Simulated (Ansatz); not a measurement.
Computed with Ansatz on PBE0-D4/def2-TZVP structures; ΔE is electronic, products minus reactants. CBS: MP2 limit from def2 TZ/QZ plus the TZ coupled-cluster correction, frozen cores. One conformer a species, not always the lowest.

`BCBCC` + `CC(=O)O` → `BOC(C)=O` + `CBCC`  (ligand exchange at a B–C bond)

```tsv
species	CCSD(T)/CBS(def2) energy (Eh)
`BCBCC`	-169.74889
`CC(=O)O`	-228.87529
`BOC(C)=O`	-254.28820
`CBCC`	-144.37049
```

Question: Work out ΔE.

Answer: ΔE = (-254.28820) + (-144.37049) − (-169.74889) − (-228.87529) = -0.03451 Eh = -21.7 kcal/mol.

Largest T1 diagnostic among the species: 0.015.

In def2-TZVPP, CCSD(T) changes the Hartree–Fock value by +2.1 kcal/mol (the triples alone add +0.1 kcal/mol) and MP2 by +2.5 kcal/mol.
